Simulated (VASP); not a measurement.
# Sn (Immm) in VASP: a series of runs

One crystal, Sn, is run at these levels: PBE, PBEsol; tasks: single point, equation of state.

Program: VASP 6.6.1. These are calculated values, not measurements. Logs are shortened: lines on timing, memory, paths and dates and some standing lists are left out, and cuts for length are marked.

## 1. Starting point

The structure is orthorhombic, space group Immm (No. 71). The conventional cell has a = 3.453 Å, b = 3.551 Å, c = 4.677 Å, α = 90.00°, β = 90.00°, γ = 90.00°. Sn (site symmetry mmm) is surrounded by 12 Sn at 3.41 to 3.55 Å.

This isn't the form of Sn at room conditions, which is tetragonal (white tin).

## 2. Single point, PBE

The input, INCAR:

```
PREC     = Accurate       # precision mode
ENCUT    = 520            # plane-wave cutoff, eV
EDIFF    = 1E-7           # SCF threshold, eV
ISMEAR   = -1             # smearing method
SIGMA    = 0.05           # smearing width, eV
LREAL    = F              # projectors in reciprocal space
LASPH    = T              # aspherical terms in the spheres
NELM     = 80             # most SCF steps
ALGO     = Normal         # electronic algorithm
ISIF     = 2              # what is computed and relaxed
LWAVE    = F              # write WAVECAR
LCHARG   = F              # write CHGCAR
GGA      = PE             # functional
NBANDS   = 13             # bands
```

The input, KPOINTS:

```
regular mesh
0
Gamma
  11 11 11
```

The input, POSCAR:

```
Sn
1.0
   -1.7265390000      1.7755470000      2.3383420000
    1.7265390000     -1.7755470000      2.3383420000
    1.7265390000      1.7755470000     -2.3383420000
Sn
1
Direct
    0.0000000000      0.0000000000      0.0000000000
```

Potentials or basis: VASP PAW PBE potentials, release 64 (Sn_d).

Command:

```
cat potpaw_PBE.64/Sn_d/POTCAR > POTCAR
mpirun -np 1 vasp_std > vasp.out
```

OUTCAR:

```text
PREC = Accurate
   ENCUT = 520
   EDIFF = 1E-7
   ISMEAR = -1
   LREAL = F
   LASPH = T
   NELM = 80
   ISIF = 2
   GGA = PE

 ion  position               nearest neighbor table
   1  0.000  0.000  0.000-

  LATTYP: Found a body centered orthorhombic cell.
 ALAT       =     3.4530780000
 B/A-ratio  =     1.0283851103
 C/A-ratio  =     1.3543522620

  Lattice vectors:

 A1 = (  -1.7265390000,   1.7755470000,   2.3383420000)
 A2 = (   1.7265390000,  -1.7755470000,   2.3383420000)
 A3 = (   1.7265390000,   1.7755470000,  -2.3383420000)

Analysis of symmetry for initial positions (statically):
=====================================================================
 Subroutine PRICEL returns:
 Original cell was already a primitive cell.

 Routine SETGRP: Setting up the symmetry group for a
 body centered orthorhombic supercell.

 Subroutine GETGRP returns: Found  8 space group operations
 (whereof  8 operations were pure point group operations)
 out of a pool of  8 trial point group operations.

The static configuration has the point symmetry D_2h.

Analysis of symmetry for dynamics (positions and initial velocities):
=====================================================================
 Subroutine PRICEL returns:
 Original cell was already a primitive cell.

 Routine SETGRP: Setting up the symmetry group for a
 body centered orthorhombic supercell.

 Subroutine GETGRP returns: Found  8 space group operations
 (whereof  8 operations were pure point group operations)
 out of a pool of  8 trial point group operations.

The dynamic configuration has the point symmetry D_2h.

 Subroutine INISYM returns: Found  8 space group operations
 (whereof  8 operations are pure point group operations),
 and found     1 'primitive' translations

----------------------------------------------------------------------------------------

                                     Primitive cell

  volume of cell :      28.6732

  direct lattice vectors                    reciprocal lattice vectors
    -1.726539000  1.775547000  2.338342000     0.000000000  0.281603359  0.213826720
     1.726539000 -1.775547000  2.338342000     0.289596702  0.000000000  0.213826720
     1.726539000  1.775547000 -2.338342000     0.289596702  0.281603359  0.000000000

  length of vectors
     3.406075069  3.406075069  3.406075069     0.353584952  0.359983494  0.403938983

  position of ions in fractional coordinates (direct lattice)
     0.000000000  0.000000000  0.000000000

  ion indices of the primitive-cell ions
   primitive index   ion index
                 1           1

----------------------------------------------------------------------------------------

 KPOINTS: regular mesh

Automatic generation of k-mesh.
 Grid dimensions read from file:
 generate k-points for:   11   11   11

 Generating k-lattice:

  Cartesian coordinates                     Fractional coordinates (reciprocal lattice)
     0.000000000  0.025600305  0.019438793     0.090909091  0.000000000 -0.000000000
     0.026326973  0.000000000  0.019438793     0.000000000  0.090909091  0.000000000
     0.026326973  0.025600305  0.000000000    -0.000000000  0.000000000  0.090909091

  Length of vectors
     0.032144087  0.032725772  0.036721726

  Shift w.r.t. Gamma in fractional coordinates (k-lattice)
     0.000000000  0.000000000  0.000000000

 Subroutine IBZKPT returns following result:
 ===========================================

 Found    216 irreducible k-points:

 Following reciprocal coordinates:
            Coordinates               Weight
  0.000000  0.000000  0.000000      1.000000
  0.090909  0.000000  0.000000      4.000000
  0.181818 -0.000000  0.000000      4.000000
  0.272727  0.000000  0.000000      4.000000
  0.363636 -0.000000  0.000000      4.000000
  0.454545  0.000000  0.000000      4.000000
[... 42 lines left out ...]
 -0.181818  0.363636  0.000000      8.000000
 -0.090909  0.363636  0.000000      8.000000
 [... further k-points ...]
   k-points           NKPTS =    216   k-points in BZ     NKDIM =    216   number of bands    NBANDS=     13
   number of dos      NEDOS =    301   number of ions     NIONS =      1
   total plane-waves  NPLWV =  21952
   dimension x,y,z NGX =    28 NGY =   28 NGZ =   28
   dimension x,y,z NGXF=    56 NGYF=   56 NGZF=   56
   ions per type =               1
   NGX,Y,Z   is equivalent  to a cutoff of  13.67, 13.67, 13.67 a.u.
   NGXF,Y,Z  is equivalent  to a cutoff of  27.33, 27.33, 27.33 a.u.
 SYSTEM =  unknown system
   PREC   = accura    normal or accurate (medium, high low for compatibility)
   ISTART =      0    job   : 0-new  1-cont  2-samecut
   ICHARG =      2    charge: 1-file 2-atom 10-const
   ISPIN  =      1    spin polarized calculation?
   LNONCOLLINEAR =      F non collinear calculations
   LSORBIT =      F    spin-orbit coupling
   LASPH  =      T    aspherical Exc in radial PAW
   ENCUT  =  520.0 eV  38.22 Ry    6.18 a.u.   6.33  6.33  6.33*2*pi/ulx,y,z
   NELM   =     80;   NELMIN=  2; NELMDL= -5     # of ELM steps
   EDIFF  = 0.1E-06   stopping-criterion for ELM
   LREAL  =      F    real-space projection
   EDIFFG = 0.1E-05   stopping-criterion for IOM
   NSW    =      0    number of steps for IOM
   IBRION =     -1    ionic relax: 0-MD 1-quasi-New 2-CG
   NFREE  =      0    steps in history (QN), initial steepest desc. (CG)
   ISIF   =      2    stress and relaxation
   ISYM   =      2    0-nonsym 1-usesym 2-fastsym
   POTIM  = 0.5000    time-step for ionic-motion
   TEBEG  =    0.0;   TEEND  =   0.0 temperature during run
   PSTRESS=    0.0 pullay stress
   NELECT =      14.0000    total number of electrons
   NUPDOWN=      -1.0000    fix difference up-down
   EMIN   =  10.00;   EMAX   =-10.00  energy-range for DOS
   EFERMI =   0.00;   METHOD = LEGACY
   ISMEAR =    -1;   SIGMA  =   0.05  broadening in eV -4-tet -1-fermi 0-gaus
   EFERMI_NEDOS =   21; number of points for ismear=-14 and -15
   IALGO  =     38    algorithm
   IMIX   =      4    mixing-type and parameters
     AMIX     =   0.40;   BMIX     =  1.00
     AMIX_MAG =   1.60;   BMIX_MAG =  1.00
  volume/ion in A,a.u.               =      28.67       193.50
  Fermi-wavevector in a.u.,A,eV,Ry     =   1.289116  2.436076 22.610433  1.661820
  Thomas-Fermi vector in A             =   2.421028
   LORBIT       =      0    0 simple, 1 ext, 2 COOP (PROOUT), +10 PAW based schemes
   GGA     = PE    functional components
   LHFCALC =     F    Hartree Fock is set to
   AEXX    =    0.0000 exact exchange contribution
   IVDW    =     0    specifies the selected vdW correction
   LEPSILON=     F    determine dielectric tensor
   LRPA    =     F    only Hartree local field effects (RPA)
 non-spin polarized calculation
  energy-cutoff  :      520.00
  volume of cell :       28.67
 maximum number of plane-waves:       788
 NGX is ok and might be reduce to    28
   NGX = 13   NGY = 13   NGZ = 13

 number of electron      13.9999998 magnetization

 Free energy of the ion-electron system (eV)
  ---------------------------------------------------
  ext. energy  EPLUGINS =         0.00000000
  ---------------------------------------------------
  free energy    TOTEN  =        -3.78795294 eV

  energy without entropy =       -3.78442074  energy(sigma->0) =       -3.78618684

 E-fermi :   7.5142     XC(G=0): -10.1144

 val. band max:        7.5005147539   @ k =   0.1818   0.1818   0.1818
 cond. band min:       7.5325720647   @ k =  -0.1818   0.3636   0.0000
 fundamental gap:      0.0320573108
 Fermi energy:         7.5141799922

 k-point     1 :       0.0000    0.0000    0.0000
  band No.  band energies     occupation
      1     -14.0500      2.00000
      2     -14.0347      2.00000
      3     -14.0164      2.00000
      4     -13.9877      2.00000
      5     -13.9515      2.00000
      6      -3.2499      2.00000
      7      14.5420      0.00000
      8      14.6871      0.00000
      9      15.0913      0.00000
     10      18.1241      0.00000
     11      18.6353      0.00000
     12      19.1444      0.00000
     13      19.3032      0.00000

 k-point     2 :       0.0909    0.0000    0.0000
  band No.  band energies     occupation
      1     -14.0462      2.00000
      2     -14.0293      2.00000
      3     -14.0151      2.00000
      4     -13.9860      2.00000
      5     -13.9524      2.00000
      6      -3.0904      2.00000
      7      12.9775      0.00000
      8      14.4893      0.00000
      9      14.7840      0.00000
     10      17.4935      0.00000
     11      19.2370      0.00000
     12      19.7076      0.00000
     13      20.7336      0.00000

 k-point     3 :       0.1818   -0.0000    0.0000
  band No.  band energies     occupation
      1     -14.0386      2.00000
      2     -14.0227      2.00000
      3     -14.0121      2.00000
      4     -13.9732      2.00000
      5     -13.9519      2.00000
      6      -2.6123      2.00000
      7      10.2676      0.00000
      8      14.1473      0.00000
      9      14.1769      0.00000
     10      17.1476      0.00000
     11      19.6383      0.00000
     12      19.6403      0.00000
     13      20.5558      0.00000

 k-point     4 :       0.2727    0.0000    0.0000
  band No.  band energies     occupation
      1     -14.0337      2.00000
      2     -14.0254      2.00000
      3     -14.0113      2.00000
      4     -13.9450      2.00000
      5     -13.9436      2.00000
      6      -1.8208      2.00000
      7       7.6248      0.19725
      8      13.5178      0.00000
      9      13.8652      0.00000
     10      16.9869      0.00000
     11      18.7580      0.00000
     12      18.8129      0.00000
     13      20.3972      0.00000

 k-point     5 :       0.3636   -0.0000    0.0000
  band No.  band energies     occupation
      1     -14.0328      2.00000
      2     -14.0314      2.00000
      3     -14.0141      2.00000
      4     -13.9293      2.00000
      5     -13.9153      2.00000
      6      -0.7472      2.00000
      7       5.2742      2.00000
      8      13.0446      0.00000
      9      13.6391      0.00000
     10      17.0087      0.00000
     11      18.0849      0.00000
     12      18.0971      0.00000
     13      19.3958      0.00000
[... 513 lines left out ...]
 k-point    38 :      -0.1818    0.2727   -0.0000
  band No.  band energies     occupation
      1     -14.0650      2.00000
      2     -14.0118      2.00000
      3     -13.9745      2.00000
      4     -13.9690      2.00000
      5     -13.9332      2.00000
      6      -1.8188      2.00000
      7       9.9600      0.00000
      8      11.8052      0.00000
      9      11.8718      0.00000
     10      15.2849      0.00000
     11      16.1467      0.00000
     12      21.8027      0.00000
     13      22.3064      0.00000

 k-point    39 :      -0.0909    0.2727    0.0000
  band No.  band energies     occupation
      1     -14.0448      2.00000
      2     -14.0196      2.00000
      3     -13.9895      2.00000
      4     -13.9706      2.00000
      5     -13.9364      2.00000
      6      -1.9475      2.00000
      7       8.9570      0.00000
      8      12.5743      0.00000
      9      13.2022      0.00000
     10      16.4516      0.00000
     11      17.9753      0.00000
     12      19.9251      0.00000
     13      20.2354      0.00000

 k-point    40 :      -0.0000    0.3636    0.0000
  band No.  band energies     occupation
      1     -14.0430      2.00000
      2     -14.0287      2.00000
      3     -14.0029      2.00000
      4     -13.9205      2.00000
      5     -13.9191      2.00000
      6      -0.6292      2.00000
      7       5.4923      2.00000
      8      12.5975      0.00000
      9      13.3901      0.00000
     10      16.6859      0.00000
     11      17.5848      0.00000
     12      17.9659      0.00000
     13      19.5141      0.00000

 [... further k-points ...]

------------------------ aborting loop because EDIFF is reached ----------------------------------------

  FORCE on cell =-STRESS in cart. coord.  units (eV):
  Direction    XX          YY          ZZ          XY          YZ          ZX
  --------------------------------------------------------------------------------------
  -------------------------------------------------------------------------------------
  Total       -0.0780916     -0.3803162     -0.1294907     -0.0000000      0.0000000      0.0000000
  in kB       -4.3635319    -21.2509726     -7.2355663     -0.0000000      0.0000000      0.0000000
  external PRESSURE =     -10.9500236 kB  Pullay stress =       0.0000000 kB

 VOLUME and BASIS-vectors are now :
 -----------------------------------------------------------------------------
  energy-cutoff  :      520.00
  volume of cell :       28.67
      direct lattice vectors                 reciprocal lattice vectors
    -1.726539000  1.775547000  2.338342000     0.000000000  0.281603359  0.213826720
     1.726539000 -1.775547000  2.338342000     0.289596702  0.000000000  0.213826720
     1.726539000  1.775547000 -2.338342000     0.289596702  0.281603359  0.000000000

 POSITION                                       TOTAL-FORCE (eV/Angst)
 -----------------------------------------------------------------------------------
      0.00000      0.00000      0.00000         0.000000     -0.000000      0.000000
 -----------------------------------------------------------------------------------
    total drift:                                0.000000      0.000000      0.000000

  FREE ENERGIE OF THE ION-ELECTRON SYSTEM (eV)
  ---------------------------------------------------
  free  energy   TOTEN  =        -3.7879529421 eV

  energy  without entropy=       -3.7844207377  energy(sigma->0) =       -3.78618684
```

It took 30 s on 1 thread of AMD EPYC 9R45 (Zen 5), shared host; peak memory 0.18 GiB.

What came out:

* Free energy: -3.7880 eV
* Pressure: -1.1 GPa
* Band gap on the k mesh: none (metal or under the smearing width)

(Part 1 of 4 ends here.)
